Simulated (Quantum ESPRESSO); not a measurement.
Crystal: TiO2.

```
Ti O
1.0
     6.15358   -1.88347    0.00000
     6.15358    1.88347    0.00000
    -1.92833    0.00000    6.32897
Ti O
4 8
Cartesian
  10.5189 0.0000 1.8329
  1.8562 0.0000 1.7959
  -0.1400 0.0000 4.4961
  8.5226 0.0000 4.5330
  3.8886 0.0000 1.8569
  1.9846 0.0000 4.1297
  8.7534 0.0000 6.2992
  8.3943 0.0000 2.1993
  10.3741 0.0000 3.9874
  1.6255 0.0000 0.0298
  6.4903 0.0000 4.4721
  0.0047 0.0000 2.3416
```

The cell comes from a database or a generator and needn't be the stable form of this composition.

* Program: Quantum ESPRESSO 7.5
* Task: single point
* Functional: PBE
* Potentials or basis: SSSP 1.3 efficiency PBE
* Cutoff: 748 eV
* Density cutoff: 5987 eV
* k mesh: 8 × 8 × 4
* Occupations: fermi-dirac, width 0.05 eV
* Spin: no spin polarisation

On this cell: pressure -1.4 GPa; largest force 0.192 eV/Å; band gap on the k mesh 2.74 eV, indirect (least direct gap 2.91 eV).

The same run follows on a disturbed copy (atoms moved at random, drawn with an rms of 0.05 Å):

```
Ti O
1.0
     6.15358   -1.88347    0.00000
     6.15358    1.88347    0.00000
    -1.92833    0.00000    6.32897
Ti O
4 8
Direct
  0.89960 0.89773 0.29419
  0.19693 0.19280 0.28000
  0.10639 0.09387 0.71017
  0.79666 0.81295 0.72346
  0.35868 0.36536 0.29249
  0.26387 0.25664 0.65233
  0.86721 0.86279 0.98922
  0.74375 0.73162 0.35035
  0.93354 0.94480 0.62949
  0.10724 0.15858 0.01143
  0.65064 0.63200 0.70395
  0.05227 0.06437 0.37373
```

Q: What does the disturbed cell give?

A: The energy moves by +17.8 meV/atom; pressure 0.1 GPa; largest force 2.228 eV/Å; band gap on the k mesh 2.81 eV, indirect (least direct gap 2.98 eV).

Forces in eV/Å, atoms in the order of the input:
```
Ti   0.291  0.043  0.018
Ti  -0.113  0.044  1.402
Ti  -0.019  0.077 -0.263
Ti  -0.022 -0.313 -1.727
O    0.054 -0.281 -0.143
O    0.172  0.112  0.289
O    0.161  0.062  2.222
O    0.008  0.412 -0.460
O    0.933 -0.140  0.020
O   -0.093 -0.379 -1.510
O   -0.990  0.526  0.308
O   -0.383 -0.164 -0.157
```

Stress tensor (GPa, compression positive):
```
-0.90 -0.38  0.89
-0.38 -1.62 -0.25
 0.89 -0.25  2.92
```

A k mesh can miss the band edges.
